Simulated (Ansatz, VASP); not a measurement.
Two plane-wave programs on Ru

```
Ru
1.0
     2.72372    0.00000    0.00000
    -1.36186    2.35881    0.00000
     0.00000    0.00000    4.31026
Ru
2
Cartesian
  0.0000 1.5725 1.0776
  1.3619 0.7863 3.2327
```

Change from the starting cell: volume scaled by 1.02, PAW files.

Alike in both runs: task electric field gradients; functional PBE; k mesh 14 × 14 × 8; occupations fermi-dirac, width 0.03 eV; no spin polarisation.

|  | VASP | Ansatz |
| --- | --- | --- |
| version | VASP 6.6.1 | Ansatz 0.2.0 |
| potentials or method | VASP PAW PBE potentials, release 64 (Ru_pv) | PAW with Ansatz's default frozen-core files, scalar-relativistic |
| plane-wave cutoff (eV) | 520 | 420 |
| valence electrons in the cell | 28 | 32 |

|  | VASP | Ansatz | Ansatz less VASP |
| --- | --- | --- | --- |
| pressure (GPa) | -1.9 | -1.8 | +0.10 |
| largest component of the traceless stress (GPa) | 1.28 | 1.30 | +0.016 |
| Vzz of the field gradient on the site that differs most (V/Å²) | -12.4 | -8.6 | +3.79 |

The two sets of potentials don't hold the same shells in valence. Ansatz warned: «gradients_without_spin_orbit».
